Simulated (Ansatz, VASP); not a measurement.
Two plane-wave programs on V3Si

The input INCAR:

```
PREC = Accurate
ENCUT = 520
EDIFF = 1E-7
ISMEAR = -1
SIGMA = 0.05
LREAL = F
LASPH = T
NELM = 150
ALGO = Normal
ISIF = 2
LWAVE = F
LCHARG = F
ISPIN = 2
MAGMOM = 0 0 2 2 2 2 2 2
LORBIT = 11
LMAXMIX = 4
GGA = PE
NBANDS = 57
```

The input KPOINTS:

```
Automatic mesh
0
Gamma
  5 5 5
```

Contents of POSCAR:

```
V3Si
1.0
    4.7380000000      0.0000000000      0.0000000000
    0.0000000000      4.7380000000      0.0000000000
    0.0000000000      0.0000000000      4.7380000000
Si V
2 6
Direct
    0.0000000000      0.0000000000      0.0000000000
    0.5000000000      0.5000000000      0.5000000000
    0.2500000000      0.0000000000      0.5000000000
    0.5000000000      0.7500000000      0.0000000000
    0.7500000000      0.0000000000      0.5000000000
    0.5000000000      0.2500000000      0.0000000000
    0.0000000000      0.5000000000      0.7500000000
    0.0000000000      0.5000000000      0.2500000000
```

Input for Ansatz:

```yaml
crystal:
  lattice:
    - [4.738, 0.0, 0.0]
    - [0.0, 4.738, 0.0]
    - [0.0, 0.0, 4.738]
  atoms:
    - { symbol: Si, position: [0.0, 0.0, 0.0] }
    - { symbol: Si, position: [0.5, 0.5, 0.5] }
    - { symbol: V, position: [0.25, 0.0, 0.5], spin: 2.0 }
    - { symbol: V, position: [0.5, 0.75, 0.0], spin: 2.0 }
    - { symbol: V, position: [0.75, 0.0, 0.5], spin: 2.0 }
    - { symbol: V, position: [0.5, 0.25, 0.0], spin: 2.0 }
    - { symbol: V, position: [0.0, 0.5, 0.75], spin: 2.0 }
    - { symbol: V, position: [0.0, 0.5, 0.25], spin: 2.0 }
magnetization:
  spin_polarized: true
hamiltonian:
  xc: pbe
  pseudopotentials: { kind: paw }
basis:
  ecutwfc: 420
kpoints:
  mp_grid: { grid: [5, 5, 5] }
scf:
  occupations: { method: fermi_dirac, width: 0.05 }
  lower_state_search: "off"
output:
  forces: true
  stress: true
```

Alike in both runs: task single point; functional PBE; k mesh 5 × 5 × 5; occupations fermi-dirac, width 0.05 eV; collinear spin.

|  | VASP | Ansatz |
| --- | --- | --- |
| version | VASP 6.6.1 | Ansatz 0.2.0 |
| potentials or method | VASP PAW PBE potentials, release 64 (Si, V_sv) | PAW, plane waves, scalar-relativistic |
| plane-wave cutoff (eV) | 520 | 420 |
| valence electrons in the cell | 86 | 86 |

VASP gave:

* pressure (GPa): -4.0
* net moment per atom (μB): 0.00

Question: Estimate Ansatz's values.

Answer: Pressure (GPa): -4.2; net moment per atom (μB): 0.00.

With one functional, cell and mesh, what is left measures potentials, basis and numerics. Ansatz warned: «seeded_moment_not_kept».
